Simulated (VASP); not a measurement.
# WC (P-6m2) in VASP: notebook

Runs on WC. Level: PBE. Tasks: relaxation of cell and atoms.

Everything below comes from runs of VASP 6.6.1. Logs are shortened: lines on timing, memory, paths and dates and some standing lists are left out, and cuts for length are marked.

## (1) The structure

The structure is hexagonal, space group P-6m2 (No. 187). The conventional cell has a = 2.907 Å, b = 2.907 Å, c = 2.837 Å, α = 90.00°, β = 90.00°, γ = 120.00°. Around W (site symmetry -6m2) lie 6 C at 2.20 Å. C (site symmetry -6m2) is surrounded by 6 W at 2.20 Å.

## (2) Relaxation of cell and atoms, PBE

INCAR

```
SYSTEM = WC
PREC = Accurate
ENCUT = 600
EDIFF = 1E-6
ISMEAR = 1
SIGMA = 0.1
LREAL = .False.
LASPH = .True.
NELM = 80
ALGO = Normal
ISIF = 3
LWAVE = .False.
LCHARG = .False.
GGA = PE
IBRION = 2
NSW = 90
EDIFFG = -0.01
```

KPOINTS

```
Automatic mesh
0
Gamma
  15 15 13
  0 0 0
```

POSCAR

```
WC
1.0
    2.9065000000      0.0000000000      0.0000000000
   -1.4532500000      2.5171028400      0.0000000000
    0.0000000000      0.0000000000      2.8366000000
W C
1 1
Direct
    0.0000000000      0.0000000000      0.0000000000
    0.6666666700      0.3333333300      0.5000000000
```

Potentials or basis: VASP PAW PBE potentials, release 64 (W_sv, C).

Command:

```bash
$ cat potpaw_PBE.64/W_sv/POTCAR potpaw_PBE.64/C/POTCAR > POTCAR
$ mpirun -np 1 vasp_std > vasp.out
```

OUTCAR:

```text
SYSTEM = WC
   PREC = Accurate
   ENCUT = 600
   EDIFF = 1E-6
   ISMEAR = 1
   LREAL = .False.
   LASPH = .True.
   NELM = 80
   ISIF = 3
   GGA = PE
   IBRION = 2
   NSW = 90
   EDIFFG = -0.01

 ion  position               nearest neighbor table
   1  0.000  0.000  0.000-   2 2.20   2 2.20   2 2.20   2 2.20   2 2.20   2 2.20
   2  0.667  0.333  0.500-   1 2.20   1 2.20   1 2.20   1 2.20   1 2.20   1 2.20

  LATTYP: Found a hexagonal cell.
 ALAT       =     2.9065000000
 C/A-ratio  =     0.9759504559

  Lattice vectors:

 A1 = (   2.9065000000,   0.0000000000,   0.0000000000)
 A2 = (  -1.4532500000,   2.5171028400,   0.0000000000)
 A3 = (   0.0000000000,   0.0000000000,   2.8366000000)

Analysis of symmetry for initial positions (statically):
=====================================================================
 Subroutine PRICEL returns:
 Original cell was already a primitive cell.

 Routine SETGRP: Setting up the symmetry group for a
 hexagonal supercell.

 Subroutine GETGRP returns: Found 12 space group operations
 (whereof 12 operations were pure point group operations)
 out of a pool of 24 trial point group operations.

The static configuration has the point symmetry D_3h.

Analysis of symmetry for dynamics (positions and initial velocities):
=====================================================================
 Subroutine PRICEL returns:
 Original cell was already a primitive cell.

 Routine SETGRP: Setting up the symmetry group for a
 hexagonal supercell.

 Subroutine GETGRP returns: Found 12 space group operations
 (whereof 12 operations were pure point group operations)
 out of a pool of 24 trial point group operations.

The dynamic configuration has the point symmetry D_3h.

 Subroutine INISYM returns: Found 12 space group operations
 (whereof 12 operations are pure point group operations),
 and found     1 'primitive' translations

----------------------------------------------------------------------------------------

                                     Primitive cell

  volume of cell :      20.7525

  direct lattice vectors                    reciprocal lattice vectors
     2.906500000  0.000000000  0.000000000     0.344056425  0.198641069  0.000000000
    -1.453250000  2.517102840  0.000000000     0.000000000  0.397282139  0.000000000
     0.000000000  0.000000000  2.836600000     0.000000000  0.000000000  0.352534725

  length of vectors
     2.906500000  2.906500003  2.836600000     0.397282139  0.397282139  0.352534725

  position of ions in fractional coordinates (direct lattice)
     0.000000000  0.000000000  0.000000000
     0.666666670  0.333333330  0.500000000

  ion indices of the primitive-cell ions
   primitive index   ion index
                 1           1
                 2           2

----------------------------------------------------------------------------------------

 KPOINTS: Automatic mesh

Automatic generation of k-mesh.
 Grid dimensions read from file:
 generate k-points for:   15   15   13

 Generating k-lattice:

  Cartesian coordinates                     Fractional coordinates (reciprocal lattice)
     0.022937095  0.013242738  0.000000000     0.066666667  0.000000000  0.000000000
     0.000000000  0.026485476  0.000000000     0.000000000  0.066666667  0.000000000
     0.000000000  0.000000000  0.027118056     0.000000000  0.000000000  0.076923077

  Length of vectors
     0.026485476  0.026485476  0.027118056

  Shift w.r.t. Gamma in fractional coordinates (k-lattice)
     0.000000000  0.000000000  0.000000000

 Subroutine IBZKPT returns following result:
 ===========================================

 Found    189 irreducible k-points:

 Following reciprocal coordinates:
            Coordinates               Weight
  0.000000  0.000000  0.000000      1.000000
  0.066667  0.000000  0.000000      6.000000
  0.133333  0.000000  0.000000      6.000000
  0.200000  0.000000  0.000000      6.000000
  0.266667  0.000000  0.000000      6.000000
  0.333333  0.000000  0.000000      6.000000
[... 16 lines left out ...]
  0.333333  0.200000  0.000000     12.000000
  0.400000  0.200000  0.000000      6.000000
 [... further k-points ...]
   k-points           NKPTS =    189   k-points in BZ     NKDIM =    189   number of bands    NBANDS=     13
   number of dos      NEDOS =    301   number of ions     NIONS =      2
   total plane-waves  NPLWV =  13824
   dimension x,y,z NGX =    24 NGY =   24 NGZ =   24
   dimension x,y,z NGXF=    48 NGYF=   48 NGZF=   48
   ions per type =               1   1
   NGX,Y,Z   is equivalent  to a cutoff of  13.73, 13.73, 14.07 a.u.
   NGXF,Y,Z  is equivalent  to a cutoff of  27.46, 27.46, 28.13 a.u.
 SYSTEM =  WC
   PREC   = accura    normal or accurate (medium, high low for compatibility)
   ISTART =      0    job   : 0-new  1-cont  2-samecut
   ICHARG =      2    charge: 1-file 2-atom 10-const
   ISPIN  =      1    spin polarized calculation?
   LNONCOLLINEAR =      F non collinear calculations
   LSORBIT =      F    spin-orbit coupling
   LASPH  =      T    aspherical Exc in radial PAW
   ENCUT  =  600.0 eV  44.10 Ry    6.64 a.u.   5.81  5.81  5.67*2*pi/ulx,y,z
   NELM   =     80;   NELMIN=  2; NELMDL= -5     # of ELM steps
   EDIFF  = 0.1E-05   stopping-criterion for ELM
   LREAL  =      F    real-space projection
   EDIFFG = -.1E-01   stopping-criterion for IOM
   NSW    =     90    number of steps for IOM
   IBRION =      2    ionic relax: 0-MD 1-quasi-New 2-CG
   NFREE  =      1    steps in history (QN), initial steepest desc. (CG)
   ISIF   =      3    stress and relaxation
   ISYM   =      2    0-nonsym 1-usesym 2-fastsym
   POTIM  = 0.5000    time-step for ionic-motion
   TEBEG  =    0.0;   TEEND  =   0.0 temperature during run
   PSTRESS=    0.0 pullay stress
   NELECT =      18.0000    total number of electrons
   NUPDOWN=      -1.0000    fix difference up-down
   EMIN   =  10.00;   EMAX   =-10.00  energy-range for DOS
   EFERMI =   0.00;   METHOD = LEGACY
   ISMEAR =     1;   SIGMA  =   0.10  broadening in eV -4-tet -1-fermi 0-gaus
   EFERMI_NEDOS =   21; number of points for ismear=-14 and -15
   IALGO  =     38    algorithm
   IMIX   =      4    mixing-type and parameters
     AMIX     =   0.40;   BMIX     =  1.00
     AMIX_MAG =   1.60;   BMIX_MAG =  1.00
  volume/ion in A,a.u.               =      10.38        70.02
  Fermi-wavevector in a.u.,A,eV,Ry     =   1.561262  2.950358 33.164744  2.437540
  Thomas-Fermi vector in A             =   2.664353
   LORBIT       =      0    0 simple, 1 ext, 2 COOP (PROOUT), +10 PAW based schemes
   GGA     = PE    functional components
   LHFCALC =     F    Hartree Fock is set to
   AEXX    =    0.0000 exact exchange contribution
   IVDW    =     0    specifies the selected vdW correction
   LEPSILON=     F    determine dielectric tensor
   LRPA    =     F    only Hartree local field effects (RPA)
 conjugate gradient relaxation of ions
 non-spin polarized calculation
 Methfessel and Paxton  Order N= 1 SIGMA  =   0.10
  energy-cutoff  :      600.00
  volume of cell :       20.75
 maximum number of plane-waves:       704
 NGX is ok and might be reduce to    24
   NGX = 11   NGY = 11   NGZ = 11

--------------------------------------- Ionic step        1  -------------------------------------------

 number of electron      18.0000000 magnetization

 Free energy of the ion-electron system (eV)
  ---------------------------------------------------
  ext. energy  EPLUGINS =         0.00000000
  ---------------------------------------------------
  free energy    TOTEN  =       -22.44309321 eV

  energy without entropy =      -22.44311768  energy(sigma->0) =      -22.44310137

------------------------ aborting loop because EDIFF is reached ----------------------------------------

  FORCE on cell =-STRESS in cart. coord.  units (eV):
  Direction    XX          YY          ZZ          XY          YZ          ZX
  --------------------------------------------------------------------------------------
  -------------------------------------------------------------------------------------
  Total        0.8546274      0.8546274      0.8509471     -0.0000000      0.0000000     -0.0000000
  in kB       65.9808680     65.9808682     65.6967312     -0.0000000      0.0000000     -0.0000000
  external PRESSURE =      65.8861558 kB  Pullay stress =       0.0000000 kB
[... 165 lines left out ...]
  energy  without entropy=      -22.4501430789  energy(sigma->0) =      -22.45009450

--------------------------------------- Ionic step        6  -------------------------------------------

 number of electron      18.0000000 magnetization

 Free energy of the ion-electron system (eV)
  ---------------------------------------------------
  ext. energy  EPLUGINS =         0.00000000
  ---------------------------------------------------
  free energy    TOTEN  =       -22.45012206 eV

  energy without entropy =      -22.45020729  energy(sigma->0) =      -22.45015047

 E-fermi :  10.8217     XC(G=0): -13.7076

 val. band max:       10.7792337733   @ k =   0.4667   0.0000   0.3846
 cond. band min:      10.8485701473   @ k =   0.1333   0.0000   0.4615
 fundamental gap:      0.0693363741
 Fermi energy:        10.8216516973

 k-point     1 :       0.0000    0.0000    0.0000
  band No.  band energies     occupation
      1     -63.1951      2.00000
      2     -27.1720      2.00000
      3     -27.0816      2.00000
      4     -27.0816      2.00000
      5      -3.4801      2.00000
      6       6.6268      2.00000
      7       7.5700      2.00000
      8       7.5700      2.00000
      9      10.9420     -0.07077
     10      14.0049      0.00000
     11      14.0049      0.00000
     12      16.3810      0.00000
     13      16.3810      0.00000
[... 353 lines left out ...]
 k-point    24 :       0.4000    0.2000    0.0000
  band No.  band energies     occupation
      1     -63.1374      2.00000
      2     -27.7556      2.00000
      3     -27.4293      2.00000
      4     -27.0603      2.00000
      5       0.2512      2.00000
      6       4.1456      2.00000
      7       6.8454      2.00000
      8       7.4297      2.00000
      9      10.8716      0.26060
     10      11.9309     -0.00000
     11      13.6665      0.00000
     12      14.7919      0.00000
     13      19.2125      0.00000

 [... further k-points ...]
[... 5 lines left out ...]
  --------------------------------------------------------------------------------------
  -------------------------------------------------------------------------------------
  Total        0.0071576      0.0071576      0.0055853      0.0000000     -0.0000000      0.0000000
  in kB        0.5435448      0.5435448      0.4241474      0.0000000     -0.0000000      0.0000000
  external PRESSURE =       0.5037457 kB  Pullay stress =       0.0000000 kB
[... 17 lines left out ...]
  FREE ENERGIE OF THE ION-ELECTRON SYSTEM (eV)
  ---------------------------------------------------
  free  energy   TOTEN  =       -22.4501220574 eV

  energy  without entropy=      -22.4502072876  energy(sigma->0) =      -22.45015047

 reached required accuracy - stopping structural energy minimisation
```

It took 56 s on 1 thread of Intel Xeon 6975P-C (Granite Rapids), shared host; peak memory 0.21 GiB.

Results:

```
Free energy                            : -22.4501 eV
Relaxed volume                         : 10.55 Å³/atom
Relaxed cell                           : a = 2.924 Å, b = 2.924 Å, c = 2.850 Å, α = 90.00°, β = 90.00°, γ = 120.00°
Space group after relaxing (to 0.05 Å) : P-6m2 (No. 187)
Energy gained by relaxing              : 3.5 meV/atom
Ionic steps                            : 6
Pressure after relaxing                : 0.1 GPa
Band gap on the k mesh                 : none (metal or under the smearing width)
```

The path:
| step | energy change (eV) | largest force (eV/Å) | pressure (GPa) | volume (Å³) |
| --- | --- | --- | --- | --- |
| 1 | 0.0000 | 0.0000 | 6.59 | 20.75 |
| 2 | 0.0421 | 0.0000 | -15.66 | 22.06 |
| 3 | -0.0070 | 0.0000 | -0.10 | 21.10 |
| 4 | -0.0070 | 0.0000 | 0.01 | 21.10 |
| 5 | -0.0070 | 0.0000 | 0.05 | 21.10 |
| 6 | -0.0070 | 0.0000 | 0.05 | 21.10 |

Final structure:
```
CELL_PARAMETERS angstrom
2.92392 0.00000 0.00000
-1.46196 2.53219 0.00000
0.00000 0.00000 2.84957
ATOMIC_POSITIONS crystal
W 0.00000 0.00000 0.00000
C 0.66667 0.33333 0.50000
```

## (3) Relaxation of cell and atoms, PBE

This run uses another cell than the first one, of 10.55 Å³/atom, 1.017 times its volume.

Edit INCAR of step 2 so:

```diff
@@ -3,3 +3,3 @@
 ENCUT = 600
-EDIFF = 1E-6
+EDIFF = 1E-7
 ISMEAR = 1
@@ -16,2 +16,2 @@
 NSW = 90
-EDIFFG = -0.01
+EDIFFG = -0.005
```

KPOINTS is that of step 2.

POSCAR

```
WC                                      
1.0
    2.9239167861     -0.0000000000     -0.0000000000
   -1.4619583931      2.5321862193     -0.0000000000
   -0.0000000000      0.0000000000      2.8495698146
  W               C             
     1     1
Direct
     0.0000000000000000    0.0000000000000000    0.0000000000000000
     0.6666666699999979    0.3333333300000021    0.5000000000000000
```

Potentials or basis: VASP PAW PBE potentials, release 64 (W_sv, C).

Command:

```bash
$ cat potpaw_PBE.64/W_sv/POTCAR potpaw_PBE.64/C/POTCAR > POTCAR
$ mpirun -np 1 vasp_std > vasp.out
```

It took 17 s on 1 thread of Intel Xeon 6975P-C (Granite Rapids), shared host; peak memory 0.19 GiB.

It converged, with:

```yaml
Free_energy: -22.4505 eV
Pressure_after_relaxing: 0.0 GPa
Band_gap_on_the_k_mesh: none (metal or under the smearing width)
```

Final structure:
```
W C
1.0
     2.92392    0.00000    0.00000
    -1.46196    2.53219    0.00000
     0.00000    0.00000    2.84957
W C
1 1
Direct
  0.00000 0.00000 0.00000
  0.66667 0.33333 0.50000
```

Levels at points of the mesh, in eV from the Fermi level:
```csv
k point,band 6,band 7,band 8,band 9,band 10,band 11,band 12,band 13
"(0.00, 0.00, 0.00)",-4.19,-3.25,-3.25,0.12,3.18,3.18,5.56,5.56
```

Caveat: the relaxation stopped at its first step, so nothing moved. Spin-orbit coupling is left out, which matters for the levels of W.
